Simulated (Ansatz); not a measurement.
**What a change of settings does to a run on ZrC**

The structure is an experimental refinement, used without relaxation. The listed cell was then made from it by scaling, straining or moving an atom.

First run: DFT, PBE, all-electron PAW with datasets made for the crystal, scalar-relativistic (Ansatz 0.2.0).

Command: `ansatz run input.yaml --threads 1 --pin off --max-ram 2048MiB --backend cpu --events-out ev --progress --plain --runs-dir out` The run took 7.3 s on 1 thread of Arm Neoverse V2 (shared host), peak memory 0.44 GiB.

```yaml
crystal:
  lattice:
    - [0.0, 2.3184465117, 2.3184465117]
    - [2.3184465117, 0.0, 2.3184465117]
    - [2.3184465117, 2.3184465117, 0.0]
  atoms:
    - { symbol: Zr, position: [0.5, 0.5, 0.5] }
    - { symbol: C, position: [0.0, 0.0, 0.0] }
kpoints:
  mp_grid: { grid: [15, 15, 15] }
scf:
  occupations: { method: fermi_dirac, width: 0.05 }
hamiltonian:
  xc: pbe
  pseudopotentials: { kind: all_electron, datasets: crystal }
output:
  forces: true
  stress: true
  eigenvalues: true
  efg: { contact_densities: true }
```

Result: converged; pressure 11.30 GPa; no gap on the k mesh; 8 SCF iterations.

The input is then changed:

```diff
@@ -10,8 +10,9 @@
   mp_grid: { grid: [15, 15, 15] }
 scf:
-  occupations: { method: fermi_dirac, width: 0.05 }
+  occupations: { method: tetrahedron_uncorrected }
 hamiltonian:
   xc: pbe
   pseudopotentials: { kind: all_electron, datasets: crystal }
+  dispersion: d4
 output:
   forces: true
```

**Question.** What does the second run give?

**Answer.** It converged; pressure 7.65 GPa; no gap on the k mesh; 8 SCF iterations.
